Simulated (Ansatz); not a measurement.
# Screening in NaI (Fm-3m), part 2 of 2

Aim: the electronic dielectric constant of NaI (Fm-3m) by perturbation theory, a sum over states and the RPA step of G0W0.

Ansatz 0.2.0; linear response on PBE, plane waves, PAW. Known limits of the many-body steps: not at the basis limit; no spin-orbit coupling.

So far. Step 2 (Response to a homogeneous field): One over ε∞ averages 0.30, somewhat over the quarter of exact exchange in PBE0. Step 3 (Independent-particle spectrum): The sum gives ε∞ = 3.78 without local fields.

## 3. Independent-particle spectrum (continued)

Level of this step: independent-particle optics on PBE, plane waves, PAW (Ansatz).

Independent particles, no local fields, Gaussian width 0.2 eV. The ε₁, xx=yy=zz by photon energy:

```
photon energy (eV)  ε₁, xx=yy=zz
                 0          3.76
                 1          3.82
                 2          4.03
                 3          4.52
                 4          5.61
                 5          7.39
                 6          4.37
                 7          2.79
                 8        -0.326
                 9         -1.88
                10         -1.44
                11        -0.756
                12        -0.255
                13        0.0423
                14         0.147
                15         0.132
                16         0.182
                17         0.293
                18         0.333
                19         0.465
                20         0.552
                21         0.574
                22         0.619
                23         0.668
                24         0.727
                25         0.763
```

## 4. RPA screening from the G0W0 run

Now the one-shot GW correction: screening in the RPA, then the self-energy of the levels asked for.

This step: G0W0 on PBE, plane waves, PAW.

Input file input.yaml:

```yaml
crystal:
  lattice:
    - [0.0, 3.2364, 3.2364]
    - [3.2364, 0.0, 3.2364]
    - [3.2364, 3.2364, 0.0]
  atoms:
    - { symbol: Na, position: [0.0, 0.0, 0.0] }
    - { symbol: I, position: [0.5, 0.5, 0.5] }
kpoints:
  mp_grid: { grid: [4, 4, 4] }
hamiltonian:
  xc: pbe
scf:
  occupations: { method: fixed }
gw:
  n_empty_bands: 435
  ecut_chi: 200.0
  qp_bands: [v2, c2]
  qp_kpoints: band_edges
  screening: { model: contour_deformation }
```

The run is started by

```sh
$ ansatz run input.yaml --threads 3 --pin off --max-ram 92160MiB --backend cuda --events-out ev --progress --plain --runs-dir out --devices 1 --max-vram 13GiB
```

Numbers of over 12 decimals in the logs are rounded to 6 here.

Log:

```text
GPUs: using 1 of 1 available (devices: 1).
[...]
GPU FFT provider: cuFFT
GPU libraries: cuBLAS 13.8.2, cuFFT 12.4.0, cuSOLVER 12.3.4
Crystal: 2 atoms, lattice volume = 67.798 Å³
Basis set: ecut = 420 eV, 1363 PW (Γ)
Bands: 17, of which v1, the nominal top of the filled ones, is band 13 counted from 1 (12 counted from 0)
Symmetry: 48 space group operations
[...]
k-points: 8 of 64
[...]
1    15     10.5540    -4.8221    -3.7099    -9.0453  0.8088    11.0713    11.0672  root
[...]
6    12      2.2948   -16.8329     1.6825   -13.4981  0.7848     0.5950     0.6425  root
     6    13      2.2948   -16.8329     1.6825   -13.4981  0.7848     0.5950     0.6425  root
     6    14      7.5352    -4.5127    -3.2664    -8.3657  0.8292     8.1256     8.1218  root
     6    15      8.6040    -3.3381    -3.1989    -6.9037  0.8283     8.9722     8.9707  root
[key lines of the parts left out:]
SCF converged after 8 iterations
Free energy (F): -9001.877046 eV
Fermi energy:    3.038382 eV
```

The job ended after 15 s (1 × NVIDIA H100 80GB HBM3 (shared by 6 runs) with 3 threads of AMD EPYC 7R13 (Zen 3), shared host; peak memory 1.4 GiB; 17 s of CPU time).

This step gave:

| Property | Result |
| --- | --- |
| bands summed | 448 |
| RPA ε∞ on this mesh (eigenvalues) | 3.207, 3.207, 3.207 |
| plane waves in the screening matrix | 411 |
| G0W0 gap on the mesh | 5.658 eV |
| k of the valence top | 0, 0, 0 |
| k of the conduction bottom | 0, 0, 0 |
| starting gap on the mesh | 3.642 eV |
| least direct G0W0 gap on the computed points | 5.658 eV |

The gap on the mesh goes from 3.64 eV to 5.66 eV, a correction of +2.02 eV. Between the two edge states, bare exchange in place of the xc potential would open the gap by 6.82 eV, and correlation takes back 4.80 eV.

Mean over the mesh in bins of 0.25 1/Å. Static inverse dielectric function, diagonal against length of q+G:

length of q+G (Å⁻¹), static inverse dielectric function, diagonal and a bar from the least value:
```
     0.45      0.375 
     0.78      0.446 ###
     1.06      0.507 ######
     1.26      0.566 #########
     1.51      0.622 ############
     1.80      0.700 ################
     2.05      0.754 ##################
     2.24      0.786 ####################
     2.50      0.822 ######################
     2.79      0.853 #######################
     3.02      0.876 ########################
     3.23      0.894 #########################
     3.49      0.913 ##########################
     3.75      0.928 ###########################
     3.99      0.940 ###########################
     4.25      0.950 ############################
     4.52      0.959 ############################
     4.76      0.965 #############################
     4.99      0.970 #############################
     5.25      0.975 #############################
     5.50      0.979 #############################
     5.76      0.982 #############################
     6.00      0.985 ##############################
     6.25      0.987 ##############################
     6.50      0.989 ##############################
     6.74      0.991 ##############################
     6.99      0.992 ##############################
     7.19      0.994 ##############################
```

## 5. The values together

Times are wall times on 1 × NVIDIA H100 80GB HBM3 (shared by 6 runs) with 3 threads of AMD EPYC 7R13 (Zen 3), shared host, good to a factor of about two.

```
                                          method                            mesh  ε∞, low  middle  high  mean   time
perturbation theory (local fields and xc kernel)  6×6×6 (response on 216 points)     3.37    3.37  3.37  3.37   17 s
               sum over states (no local fields)                           6×6×6     3.78    3.78  3.78  3.78  9.5 s
           RPA with local fields, on the GW mesh                           4×4×4     3.21    3.21  3.21  3.21   15 s
```

## 6. What came out

```
perturbation theory (local fields and xc kernel) : 3.37, 3.37, 3.37
sum over states (no local fields)                : 3.78, 3.78, 3.78
RPA with local fields, on the GW mesh            : 3.21, 3.21, 3.21
```

**Reading.** Mean Born effective charge: Na1 1.20, I2 -1.20 e. The most distinct maxima of the ε₂, xx=yy=zz lie at 6.0 and 7.4 eV, the highest at 6 eV. The most distinct maxima of the loss function, xx=yy=zz lie at 12.9 and 16.0 eV, the highest at 16 eV. The sum without local fields gives 3.78 in the mean against 3.37 by perturbation theory; local fields lower ε∞ and the xc kernel gives part of it back, though the sum also carries the error of its own mesh. The RPA values on the 4×4×4 mesh average 0.95 times those of perturbation theory (means 3.21 and 3.37). Without the xc kernel RPA should lie a little lower, as the mean does. PBE usually puts the gap too low, which tends to raise ε∞. Ions are clamped, so the lattice part of the static constant is not in these numbers.

[Paths, hosts, dates, memory and timing lines, banners, echoed tables and standing remarks are left out of the program output.]

[Logs are printed without paths, hosts, clocks, repeated set-up lines and the standing remarks that a program may print on its own settings, such as how far it seeks lower states.]

[Runs of the session that timed out or met a known fault of the program may be left out.]

[Cells called generated may have been cut or substituted from an entry of the Crystallography Open Database or the Materials Project.]

[Hosts, paths, dates, database ids (printed as entryN), source tags and the programs' standing remarks are cut or masked in the printed files.]
